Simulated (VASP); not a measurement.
Crystal: TaH.

```
CELL_PARAMETERS angstrom
0.00000 2.08556 2.08556
2.08556 0.00000 2.08556
2.08556 2.08556 0.00000
ATOMIC_POSITIONS crystal
Ta 0.00000 0.00000 0.00000
H 0.50000 0.50000 0.50000
```

The cell comes from a database or a generator and needn't be the stable form of this composition.

The cell isn't the ideal one: V -> Ta on all its sites, in the parent's cell.

```yaml
Program: VASP 6.6.1
Task: relaxation of cell and atoms
Functional: PBE
Potentials_or_basis: VASP PAW PBE potentials, release 64 (Ta_pv, H)
Cutoff: 600 eV
k_mesh: 8 × 8 × 8
Occupations: gaussian, width 0.1 eV
Spin: no spin polarisation
```

At the start: pressure 26.3 GPa; volume 9.07 Å³/atom.

Task: Where does the relaxation end?

Result: Over 3 steps the energy falls by 71.8 meV/atom and the volume is 10.04 Å³/atom (+10.6 %); space group Fm-3m (No. 225, to 0.05 Å).

Step by step:
| step | energy change (eV) | largest force (eV/Å) | pressure (GPa) | volume (Å³) |
| --- | --- | --- | --- | --- |
| 1 | 0.0000 | 0.0000 | 26.32 | 18.14 |
| 2 | 0.0048 | 0.0000 | -18.64 | 22.34 |
| 3 | -0.1437 | 0.0000 | -0.39 | 20.07 |

Final structure:
```xyz
2
Lattice="0.0000 2.1571 2.1571 2.1571 0.0000 2.1571 2.1571 2.1571 0.0000" Properties=species:S:1:pos:R:3 pbc="T T T"
Ta    0.0000    0.0000    0.0000
H     2.1571    2.1571    2.1571
```

Caveat: the relaxation stopped at a loose force limit of 0.05 eV/Å, so its end isn't a converged minimum.
